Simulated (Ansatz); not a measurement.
**KBr with a K vacancy: field gradients at two levels of theory**

Cell: a supercell of KBr (rock salt type, Fm-3m) built from an entry of the Crystallography Open Database (COD), with the ions relaxed around the defect (PBE).

```xyz
53
Lattice="0.0000 9.9000 9.9000 9.9000 0.0000 9.9000 9.9000 9.9000 0.0000" Properties=species:S:1:pos:R:3 pbc="T T T"
K     3.2403    3.2403    0.0000
K     6.6597    6.6597    0.0000
K     3.2403    0.0000    3.2403
K     6.6041    3.2959    3.2959
K     9.9000    6.6597    3.2403
K     6.6597    0.0000    6.6597
K     9.9000    3.2403    6.6597
K    13.1959    6.6041    6.6041
K     0.0000    3.2403    3.2403
K     3.2959    6.6041    3.2959
K     6.6597    9.9000    3.2403
K     3.2959    3.2959    6.6041
K     6.6041    6.6041    6.6041
K     9.9000    9.9000    6.6088
K     6.6597    3.2403    9.9000
K     9.9000    6.6088    9.9000
K    13.1912    9.9000    9.9000
K     0.0000    6.6597    6.6597
K     3.2403    9.9000    6.6597
K     6.6041   13.1959    6.6041
K     3.2403    6.6597    9.9000
K     6.6088    9.9000    9.9000
K     9.9000   13.1912    9.9000
K     6.6041    6.6041   13.1959
K     9.9000    9.9000   13.1912
K    13.1959   13.1959   13.1959
Br    3.3124    3.3124    3.3124
Br    6.5876    6.5876    3.3124
Br    9.9000    9.9000    3.4292
Br    6.5876    3.3124    6.5876
Br    9.9000    6.5867    6.5867
Br   13.2133    9.9000    6.5867
Br    9.9000    3.4292    9.9000
Br   13.2133    6.5867    9.9000
Br   16.3708    9.9000    9.9000
Br    3.3124    6.5876    6.5876
Br    6.5867    9.9000    6.5867
Br    9.9000   13.2133    6.5867
Br    6.5867    6.5867    9.9000
Br    9.9000    9.9000    9.9000
Br   13.2133   13.2133    9.9000
Br    9.9000    6.5867   13.2133
Br   13.2133    9.9000   13.2133
Br   16.4876   13.2124   13.2124
Br    3.4292    9.9000    9.9000
Br    6.5867   13.2133    9.9000
Br    9.9000   16.3708    9.9000
Br    6.5867    9.9000   13.2133
Br    9.9000   13.2133   13.2133
Br   13.2124   16.4876   13.2124
Br    9.9000    9.9000   16.3708
Br   13.2124   13.2124   16.4876
Br   16.4876   16.4876   16.4876
```

Sites (sets of like atoms) are named by element and the number of their first atom in this list.

First run. Method: Kohn–Sham DFT in Ansatz, PBE, plane waves and PAW, scalar-relativistic, 420 eV cutoff, Γ-centred 2×2×2 k-points, Fermi–Dirac smearing 0.01 eV, cell charge -1.

```
site  atom  V_zz (10²¹ V/m²)     η
  K1     1              0.30  0.77
  K4     4             0.027  0.00
 K14    14             -0.62  0.00
Br27    27             0.085  0.00
Br29    29             -3.57  0.00
Br31    31             -0.57  0.08
```

Second run. The same atoms and settings, except that the functional is r2SCAN and the cutoff is 500 eV.

(1) What does the second run give?

## Answers

(1) 

| site | atom | V_zz | η | change of V_zz |
| --- | --- | --- | --- | --- |
| K1 | 1 | 0.31 | 0.77 | +0.01 |
| K4 | 4 | 0.027 | 0.00 | 0.00 |
| K14 | 14 | -0.65 | 0.00 | -0.03 |
| Br27 | 27 | 0.043 | 0.00 | -0.04 |
| Br29 | 29 | -3.19 | 0.00 | +0.38 |
| Br31 | 31 | -0.56 | 0.11 | +0.01 |

The largest change of V_zz is on Br29, from -3.57 to -3.19. In per cent, |V_zz| changes by +5 on K, -11 to -1 on Br (all sites that start above 0.5). On Br31 V_xx and V_yy change places (or their axes turn by over 50°), so the two values of η hide a larger change. Sites without a gradient aren't listed.

The defect repeats with the cell of 53 atoms, so it feels its images: sites between two images don't show the values beside a lone defect, and zeros or small values of η there can come from the images' arrangement. A uniform background compensates the cell's charge.
